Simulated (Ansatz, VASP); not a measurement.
## Two plane-wave programs on V

```
V
1.0
    -1.49934    1.49934    1.49934
     1.49934   -1.49934    1.49934
     1.49934    1.49934   -1.49934
V
1
Cartesian
  0.0000 0.0000 0.0000
```

Alike in both runs: functional PBE; k mesh 20 × 20 × 20; occupations fermi-dirac, width 0.1 eV; no spin polarisation.

Ansatz relaxed the structure, and its values are those at the end. VASP's run is a single point on that final structure, the one shown.

|  | VASP | Ansatz |
| --- | --- | --- |
| version | VASP 6.6.1 | Ansatz 0.2.0 |
| potentials or method | VASP PAW PBE potentials, release 64 (V_sv) | PAW with Ansatz's default frozen-core files, scalar-relativistic |
| plane-wave cutoff (eV) | 520 | 420 |
| valence electrons in the cell | 13 | 13 |

Ansatz gave:

```
pressure (GPa) : 0.0
```

Problem. Estimate VASP's values.

Solution. Pressure (GPa): 0.2.

With one functional, cell and mesh, what is left measures potentials, basis and numerics.
